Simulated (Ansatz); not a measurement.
## ZnO: strain energy, fitted

ZnO, P6_3mc, a = 3.235 Å, c = 5.212 Å. Ansatz: r2SCAN, PAW, 500 eV, Γ-centred 12×12×6 mesh on 4 atoms, Gaussian smearing 0.02 eV; no spin polarisation. Series: strain along c alone, the other axes held, atoms relaxed; x is the strain in per cent. y is the free energy over the unstrained cell, V0 = 11.809 Å³/atom.

```tsv
x (%)	y (meV/atom)
-6.0	?
-4.0	12.87
-2.0	3.23
0.0	0.00
2.0	3.28
4.0	13.03
6.0	29.10
```

Fit y = c2 x² + c3 x³ to the other rows, turn c2 into a modulus, and predict the missing energy.

Least squares on the rows shown. y = 0.80725 x² + 0.00034610 x³. In eV per unit strain² c2 is 8.072; this is C33 with relaxed ions (E = ½ C33 V0 ε²): 2 × 8.072 × 160.2 / (11.809) = 219 GPa. At x = -6.0 the fit asked for gives 28.99 meV/atom. The run gave 28.71 meV/atom, so the fit is 0.28 meV/atom too high, 0.96 % of the span of the series, against an rms of 0.05 meV/atom on the fitted rows. The row lies outside the fitted range. With a term in x⁴ added, a fit to the same known rows predicts 28.55 meV/atom, a smaller miss on the other side.